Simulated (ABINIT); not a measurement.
# TiSi2 (P6/mmm) in ABINIT: reference runs

How does TiSi2 come out in PBE? The cell is run as given and disturbed.

All numbers are computed with ABINIT 10.8.3 (patched build); they aren't measurements. Logs are shortened: lines on timing, memory, paths and dates and some standing lists are left out, and cuts for length are marked. The log counts tension as positive stress, the text compression.

### 1 The crystal as given

The structure is hexagonal, space group P6/mmm (No. 191). Conventional cell: a = 4.375 Å, b = 4.375 Å, c = 2.561 Å, α = 90.00°, β = 90.00°, γ = 120.00°. Ti (site symmetry 6/mmm) is surrounded by 2 Ti at 2.56 Å and 12 Si at 2.83 Å. Si (site symmetry -6m2) has 5 Si at 2.53 to 2.56 Å and 6 Ti at 2.83 Å as nearest neighbours.

The cell was built by a generator and needn't be a form met in nature.

### 2 Single point, PBE

Input file run.abi:

```
# Pseudopotentials
pp_dirpath "./"
pseudos "Ti.GGA_PBE-JTH.xml, Si.GGA_PBE-JTH.xml"

# Structure
structure "poscar:POSCAR"
natom 3

# Plane-wave basis
ecut 15.0
pawecutdg 30.0
pawxcdev 0

# k points
kptopt 1
ngkpt 7 7 10
nshiftk 1
shiftk 0.0 0.0 0.0

# Exchange and correlation
ixc 11

# Bands and occupations
nband 14
occopt 3
tsmear 0.00183747

# SCF cycle
nstep 100
tolvrs 1.0e-9

# Output
iomode 3
prtwf 0
prtden 0
prteig 0
prtebands 0
```

Input file POSCAR:

```
TiSi2
1.0
    4.3746400000      0.0000000000      0.0000000000
   -2.1873200000      3.7885500000      0.0000000000
    0.0000000000      0.0000000000      2.5610100000
Ti Si
1 2
Direct
    0.0000000000      0.0000000000      0.0000000000  Ti
    0.3333300000      0.6666700000      0.5000000000  Si
    0.6666700000      0.3333300000      0.5000000000  Si
```

Potentials or basis: JTH PAW PBE v2.0.

Run with:

```console
$ abinit run.abi > log 2>&1
```

run.abo:

```text
.Version 10.8.3 of ABINIT
 Symmetries : space group P6/m m m (#191); Bravais hP (primitive hexag.)
================================================================================
 Values of the parameters that define the memory need of the present run
     intxc =       0    ionmov =       0      iscf =      17    lmnmax =      18
     lnmax =       6     mgfft =      30  mpssoang =       3    mqgrid =    3001
     natom =       3  nloc_mem =       2    nspden =       1   nspinor =       1
    nsppol =       1      nsym =      24    n1xccc =       1    ntypat =       2
    occopt =       3   xclevel =       2
       mpw =         808          nfft =       16200          nkpt =          48
 PAW method is used; the additional fine FFT grid is defined by:
   mgfftf=        45    nfftf =     48600
================================================================================
================================================================================

--------------------------------------------------------------------------------
------------- Echo of variables that govern the present computation ------------
--------------------------------------------------------------------------------
 -outvars: echo values of preprocessed input variables --------
            acell      8.2668720130E+00  8.2668720130E+00  4.8396075057E+00 Bohr
              amu      4.78800000E+01  2.80855000E+01
             ecut      1.50000000E+01 Hartree
              ixc          11
         kptrlatt        7    0    0      0    7    0      0    0   10
          kptrlen      4.83960751E+01
            natom           3
            nband          14
            ngfft          30      30      18
          ngfftdg          45      45      24
             nkpt          48
            nstep         100
             nsym          24
           ntypat           2
           occopt           3
        pawecutdg      3.00000000E+01 Hartree
         pawxcdev           0
           prtden           0
        prtebands           0
           prteig           0
            prtwf           0
            rprim      1.0000000000E+00  0.0000000000E+00  0.0000000000E+00
                      -5.0000000000E-01  8.6602540378E-01  0.0000000000E+00
                       0.0000000000E+00  0.0000000000E+00  1.0000000000E+00
          spgroup         191
           tolvrs      1.00000000E-09
           tsmear      1.83747000E-03 Hartree
            typat      1  2  2
           useylm           1
           xangst      0.0000000000E+00  0.0000000000E+00  0.0000000000E+00
                       7.5720820298E-17  2.5256997385E+00  1.2805050000E+00
                       2.1873201359E+00  1.2628498693E+00  1.2805050000E+00
            xcart      0.0000000000E+00  0.0000000000E+00  0.0000000000E+00
                       1.4309161239E-16  4.7728807821E+00  2.4198037529E+00
                       4.1334360065E+00  2.3864403910E+00  2.4198037529E+00
             xred      0.0000000000E+00  0.0000000000E+00  0.0000000000E+00
                       3.3333333333E-01  6.6666666667E-01  5.0000000000E-01
                       6.6666666667E-01  3.3333333333E-01  5.0000000000E-01
            znucl       22.00000   14.00000

================================================================================

 chkinp: Checking input parameters for consistency.

================================================================================
== DATASET  1 ==================================================================

--- !DatasetInfo
iteration_state: {dtset: 1, }
dimensions: {natom: 3, nkpt: 48, mband: 14, nsppol: 1, nspinor: 1, nspden: 1, mpw: 808, }
cutoff_energies: {ecut:  15.0, pawecutdg:  30.0, }
electrons: {nelect:   2.00000000E+01, charge:   0.00000000E+00, occopt:   3.00000000E+00, tsmear:   1.83747000E-03, }
meta: {optdriver: 0, ionmov: 0, optcell: 0, iscf: 17, paral_kgb: 0, }
...

 Exchange-correlation functional for the present dataset will be:
  GGA: Perdew-Burke-Ernzerhof functional - ixc=11
  J.P.Perdew, K.Burke, M.Ernzerhof, PRL 77, 3865 (1996)

 Real(R)+Recip(G) space primitive vectors, cartesian coordinates (Bohr,Bohr^-1):
 R(1)=  8.2668720  0.0000000  0.0000000  G(1)=  0.1209647  0.0698390  0.0000000
 R(2)= -4.1334360  7.1593212  0.0000000  G(2)=  0.0000000  0.1396780  0.0000000
 R(3)=  0.0000000  0.0000000  4.8396075  G(3)=  0.0000000  0.0000000  0.2066283
 Unit cell volume ucvol=  2.8643310E+02 bohr^3
 Angles (23,13,12)=  9.00000000E+01  9.00000000E+01  1.20000000E+02 degrees

 Coarse grid specifications (used for wave-functions):

 getcut: wavevector=  0.0000  0.0000  0.0000  ngfft=  30  30  18
         ecut(hartree)=     15.000   => boxcut(ratio)=   2.08301

 Fine grid specifications (used for densities):

 getcut: wavevector=  0.0000  0.0000  0.0000  ngfft=  45  45  24
         ecut(hartree)=     30.000   => boxcut(ratio)=   2.01129

--- Pseudopotential description ------------------------------------------------
- pspini: atom type   1  psp file is ./Ti.GGA_PBE-JTH.xml
 Pseudopotential format is: paw10
 basis_size (lnmax)=  6 (lmn_size= 18), orbitals=   0   0   1   1   2   2
 Spheres core radius: rc_sph= 2.30802695
 Shapefunction is BESSEL type: shapef(r,l)=aa(1,l)*jl(q(1,l)*r)+aa(2,l)*jl(q(2,l)*r)
 Radius for shape functions =  2.01037111
 Compensation charge density is not taken into account in XC energy/potential

- pspini: atom type   2  psp file is ./Si.GGA_PBE-JTH.xml
 Pseudopotential format is: paw10
 basis_size (lnmax)=  4 (lmn_size=  8), orbitals=   0   0   1   1
 Spheres core radius: rc_sph= 1.90944987
 Shapefunction is BESSEL type: shapef(r,l)=aa(1,l)*jl(q(1,l)*r)+aa(2,l)*jl(q(2,l)*r)
 Radius for shape functions =  1.60149249
 Compensation charge density is not taken into account in XC energy/potential

   6.99201800E+02                                ecore*ucvol(ha*bohr**3)
--------------------------------------------------------------------------------

================================================================================

--- !BeginCycle
iteration_state: {dtset: 1, }
solver: {iscf: 17, nstep: 100, nline: 4, wfoptalg: 10, }
tolerances: {tolvrs: 1.00E-09, }
...

     iter   Etot(hartree)      deltaE(h)  residm     nres2
 ETOT  1  -65.441924880362    -6.544E+01 4.809E+00 7.029E+00
 ETOT  2  -66.662725888730    -1.221E+00 1.663E-01 3.324E+00
 ETOT  3  -66.649854866382     1.287E-02 6.644E-02 1.255E+00
 ETOT  4  -66.648080554223     1.774E-03 4.267E-02 1.401E-01
 ETOT  5  -66.648628724091    -5.482E-04 3.250E-03 1.466E-02
 ETOT  6  -66.649147107077    -5.184E-04 3.400E-03 1.242E-02
 ETOT  7  -66.649370258195    -2.232E-04 1.666E-03 4.246E-04
 ETOT  8  -66.649519471640    -1.492E-04 8.345E-04 2.823E-03
 ETOT  9  -66.649593189077    -7.372E-05 6.201E-04 5.566E-06
 ETOT 10  -66.649642065639    -4.888E-05 4.315E-04 2.435E-04
[... 16 lines left out ...]
 ETOT 27  -66.649709556502    -7.761E-08 1.395E-06 2.541E-07
 ETOT 28  -66.649709614056    -5.755E-08 8.487E-06 2.907E-07
 ETOT 29  -66.649709656647    -4.259E-08 9.294E-07 3.154E-07
 ETOT 30  -66.649709688331    -3.168E-08 5.686E-06 2.494E-07
 ETOT 31  -66.649709711724    -2.339E-08 6.979E-07 3.660E-08
 ETOT 32  -66.649709729301    -1.758E-08 4.086E-06 8.275E-09
 ETOT 33  -66.649709742392    -1.309E-08 6.193E-07 7.121E-09
 ETOT 34  -66.649709752154    -9.762E-09 2.943E-06 2.352E-09
 ETOT 35  -66.649709759447    -7.293E-09 5.507E-07 2.713E-09
 ETOT 36  -66.649709764892    -5.445E-09 2.119E-06 5.948E-10

 At SCF step   36       nres2   =  5.95E-10 < tolvrs=  1.00E-09 =>converged.

 Cartesian components of stress tensor (hartree/bohr^3)
  sigma(1 1)= -1.06306002E-05  sigma(3 2)=  0.00000000E+00
  sigma(2 2)= -1.06306002E-05  sigma(3 1)=  0.00000000E+00
  sigma(3 3)=  2.30192185E-05  sigma(2 1)=  0.00000000E+00

--- !ResultsGS
iteration_state: {dtset: 1, }
comment   : Summary of ground state results
lattice_vectors:
- [  8.2668720,   0.0000000,   0.0000000, ]
- [ -4.1334360,   7.1593212,   0.0000000, ]
- [  0.0000000,   0.0000000,   4.8396075, ]
lattice_lengths: [   8.26687,    8.26687,    4.83961, ]
lattice_angles: [ 90.000,  90.000, 120.000, ] # degrees, (23, 13, 12)
lattice_volume:   2.8643310E+02
convergence: {deltae: -5.445E-09, res2:  5.948E-10, residm:  2.119E-06, diffor: null, }
etotal    :  -6.66497098E+01
entropy   :   0.00000000E+00
fermie    :   3.60361385E-01
cartesian_stress_tensor: # hartree/bohr^3
- [ -1.06306002E-05,   0.00000000E+00,   0.00000000E+00, ]
- [  0.00000000E+00,  -1.06306002E-05,   0.00000000E+00, ]
- [  0.00000000E+00,   0.00000000E+00,   2.30192185E-05, ]
pressure_GPa:  -1.7241E-02
xred      :
- [  0.0000E+00,   0.0000E+00,   0.0000E+00, Ti]
- [  3.3333E-01,   6.6667E-01,   5.0000E-01, Si]
- [  6.6667E-01,   3.3333E-01,   5.0000E-01, Si]
cartesian_forces: # hartree/bohr
- [ -1.35714634E-30,   3.91774402E-30,  -0.00000000E+00, ]
- [  6.78573170E-31,  -1.37121041E-29,  -0.00000000E+00, ]
- [  6.78573170E-31,   9.79436006E-30,  -0.00000000E+00, ]
force_length_stats: {min:   4.14615056E-30, max:   1.37288841E-29, mean:   9.23095770E-30, }
...

 Integrated electronic density in atomic spheres:
 ------------------------------------------------
 Atom  Sphere_radius  Integrated_density
    1        2.30803         10.30302854
    2        1.90945          1.51127078
    3        1.90945          1.51127078

================================================================================

 ----iterations are completed or convergence reached----

 Mean square residual over all n,k,spin=   52.558E-10; max=  21.194E-07
 reduced coordinates (array xred) for    3 atoms
       0.000000000000      0.000000000000      0.000000000000
       0.333333333333      0.666666666667      0.500000000000
       0.666666666667      0.333333333333      0.500000000000
 rms dE/dt=  4.6934E-29; max dE/dt=  1.3463E-28; dE/dt below (all hartree)
    1       0.000000000000      0.000000000000      0.000000000000
    2      -0.000000000000      0.000000000000      0.000000000000
    3      -0.000000000000     -0.000000000000      0.000000000000

 cartesian coordinates (angstrom) at end:
    1      0.00000000000000     0.00000000000000     0.00000000000000
    2      0.00000000000000     2.52569973850482     1.28050500000000
    3      2.18732013587689     1.26284986925241     1.28050500000000

 cartesian forces (hartree/bohr) at end:
    1     -0.00000000000000     0.00000000000000    -0.00000000000000
    2      0.00000000000000    -0.00000000000000    -0.00000000000000
    3      0.00000000000000     0.00000000000000    -0.00000000000000
 frms,max,avg= 5.7933177E-30 1.3712104E-29   0.000E+00  0.000E+00  0.000E+00 h/b

 cartesian forces (eV/Angstrom) at end:
    1     -0.00000000000000     0.00000000000000    -0.00000000000000
    2      0.00000000000000    -0.00000000000000    -0.00000000000000
    3      0.00000000000000     0.00000000000000    -0.00000000000000
 frms,max,avg= 2.9790438E-28 7.0510474E-28   0.000E+00  0.000E+00  0.000E+00 e/A
 length scales=  8.266872012981  8.266872012981  4.839607505711 bohr
              =  4.374640271754  4.374640271754  2.561010000000 angstroms
 Fermi (or HOMO) energy (hartree) =   0.36036   Average Vxc (hartree)=  -0.42416
 Eigenvalues (hartree) for nkpt=  48  k points:
 kpt#   1, nband= 14, wtk=  0.00204, kpt=  0.0000  0.0000  0.0000 (reduced coord)
  -1.72372   -0.85352   -0.85352   -0.83003   -0.12516    0.16736    0.16736    0.17243
   0.29932    0.32467    0.32467    0.46580    0.46580    0.48465
      occupation numbers for kpt#   1
   2.00000    2.00000    2.00000    2.00000    2.00000    2.00000    2.00000    2.00000
   2.00000    2.00000    2.00000    0.00000    0.00000    0.00000
 prteigrs : prtvol=0 or 1, do not print more k-points.

--- !EnergyTerms
iteration_state     : {dtset: 1, }
comment             : Components of total free energy in Hartree
kinetic             :  1.10304647727484E+01
hartree             :  1.61915879300868E+01
xc                  : -8.13278770916844E+00
Ewald energy        : -4.83127162518823E+01
psp_core            :  2.44106495903329E+00
local_psp           : -4.32928774357321E+01
PAW spherical_terms :  3.42616110459915E+00
internal            : -6.66491026303151E+01
'-kT*entropy'       : -6.07823230149905E-04
total_energy        : -6.66497104535453E+01
total_energy_eV     : -1.81363101433422E+03
...

--- !EnergyTermsDC
iteration_state     : {dtset: 1, }
comment             : '"Double-counting" decomposition of free energy'
band_energy         : -6.30235473427697E+00
Ewald energy        : -4.83127162518823E+01
psp_core            :  2.44106495903329E+00
xc_dc               : -1.71438810201843E+01
PAW spherical_terms :  2.66878510564816E+00
internal            : -6.66491019416621E+01
'-kT*entropy'       : -6.07823230149905E-04
total_energy_dc     : -6.66497097648922E+01
total_energy_dc_eV  : -1.81363099559501E+03
...

--- !EnergyTermsWithPAWCore
iteration_state     : {dtset: 1, }
comment             : 'Components of total free energy, including PAW core contributions'
Total energy        : -1.43390807161152E+03
Total energy DC     : -1.43390807092286E+03
Total energy (eV)   : -3.90186263778508E+04
Total energy DC (eV): -3.90186263591116E+04
...

 Cartesian components of stress tensor (hartree/bohr^3)
  sigma(1 1)= -1.06306002E-05  sigma(3 2)=  0.00000000E+00
  sigma(2 2)= -1.06306002E-05  sigma(3 1)=  0.00000000E+00
  sigma(3 3)=  2.30192185E-05  sigma(2 1)=  0.00000000E+00

-Cartesian components of stress tensor (GPa)         [Pressure= -1.7241E-02 GPa]
- sigma(1 1)= -3.12763056E-01  sigma(3 2)=  0.00000000E+00
- sigma(2 2)= -3.12763056E-01  sigma(3 1)=  0.00000000E+00
- sigma(3 3)=  6.77248791E-01  sigma(2 1)=  0.00000000E+00

== END DATASET(S) ==============================================================
================================================================================

 -outvars: echo values of variables after computation  --------
            acell      8.2668720130E+00  8.2668720130E+00  4.8396075057E+00 Bohr
           etotal     -6.6649709765E+01
            fcart     -1.3571463401E-30  3.9177440239E-30 -0.0000000000E+00
                       6.7857317005E-31 -1.3712104084E-29 -0.0000000000E+00
                       6.7857317005E-31  9.7943600598E-30 -0.0000000000E+00
            rprim      1.0000000000E+00  0.0000000000E+00  0.0000000000E+00
                      -5.0000000000E-01  8.6602540378E-01  0.0000000000E+00
                       0.0000000000E+00  0.0000000000E+00  1.0000000000E+00
           strten     -1.0630600188E-05 -1.0630600188E-05  2.3019218514E-05
                       0.0000000000E+00  0.0000000000E+00  0.0000000000E+00
           xangst      0.0000000000E+00  0.0000000000E+00  0.0000000000E+00
                       7.5720820298E-17  2.5256997385E+00  1.2805050000E+00
                       2.1873201359E+00  1.2628498693E+00  1.2805050000E+00
             xred      0.0000000000E+00  0.0000000000E+00  0.0000000000E+00
                       3.3333333333E-01  6.6666666667E-01  5.0000000000E-01
                       6.6666666667E-01  3.3333333333E-01  5.0000000000E-01
 Calculation completed.
```

Run time: 57 s. Hardware: 1 thread of Arm Neoverse V1, shared host; peak memory 0.11 GiB.

Results:

* Free energy: -1813.6310 eV
* Pressure: 0.0 GPa
* Band gap on the k mesh: none (metal or under the smearing width)
* Valence electrons inside the program's atomic spheres: Ti 10.30; Si 1.51

Stress tensor (GPa, compression positive):
```
 0.31  0.00  0.00
 0.00  0.31  0.00
 0.00  0.00 -0.68
```

Levels at points of the mesh, in eV from the Fermi level:
```tsv
k point	band 8	band 9	band 10	band 11	band 12	band 13
(0.00, 0.00, 0.00)	-5.11	-1.66	-0.97	-0.97	2.87	2.87
(0.00, 0.00, 0.50)	-2.30	-0.87	-0.87	-0.86	-0.28	-0.28
```

[end of part 1 of 2]
